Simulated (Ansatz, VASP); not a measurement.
# InSb in VASP and in Ansatz

File INCAR:

```
SYSTEM = InSb
PREC = Accurate
ENCUT = 520
EDIFF = 1E-8
ISMEAR = -1
SIGMA = 0.05
LREAL = .FALSE.
LASPH = .TRUE.
NELM = 60
ALGO = Normal
ISIF = 2
LWAVE = .FALSE.
LCHARG = .FALSE.
GGA = PE
LEFG = .TRUE.
NBANDS = 16
```

Contents of KPOINTS:

```
Automatic mesh
0
G
  9 9 9
  0 0 0
```

Contents of POSCAR:

```
InSb
1.0
    0.0000000000      3.2173604188      3.2173604188
    3.2173604188      0.0000000000      3.2173604188
    3.2173604188      3.2173604188      0.0000000000
In Sb
1 1
Direct
    0.0000000000      0.0000000000      0.0000000000
    0.7500000000      0.7500000000      0.7500000000
```

Input for Ansatz:

```yaml
crystal:
  lattice:
    - [0.0, 3.2173604188, 3.2173604188]
    - [3.2173604188, 0.0, 3.2173604188]
    - [3.2173604188, 3.2173604188, 0.0]
  atoms:
    - { symbol: In, position: [0.0, 0.0, 0.0] }
    - { symbol: Sb, position: [0.75, 0.75, 0.75] }
kpoints:
  mp_grid: { grid: [9, 9, 9] }
scf:
  occupations: { method: fermi_dirac, width: 0.05 }
hamiltonian:
  xc: pbe
  pseudopotentials: { kind: paw }
output:
  forces: true
  stress: true
  eigenvalues: true
  efg: { contact_densities: true }
```

Change from the starting cell: volume scaled by 0.98, PAW files.

Alike in both runs: task electric field gradients; functional PBE; k mesh 9 × 9 × 9; occupations fermi-dirac, width 0.05 eV; no spin polarisation.

|  | VASP | Ansatz |
| --- | --- | --- |
| version | VASP 6.6.1 | Ansatz 0.2.0 |
| potentials or method | VASP PAW PBE potentials, release 64 (In_d, Sb) | PAW with Ansatz's default frozen-core files, scalar-relativistic |
| plane-wave cutoff (eV) | 520 | 420 |
| valence electrons in the cell | 18 | 28 |

|  | VASP | Ansatz | Ansatz less VASP |
| --- | --- | --- | --- |
| pressure (GPa) | 4.2 | 4.2 | +0.02 |
| Vzz of the field gradient on the site that differs most (V/Å²) | 0.0 | 0.0 | 0.00 |

With one functional, cell and mesh, what is left measures potentials, basis and numerics. The two sets of potentials don't hold the same shells in valence. Ansatz warned: «gradients_without_spin_orbit».

The runs have no spin-orbit coupling, so splittings on Sb are missing.
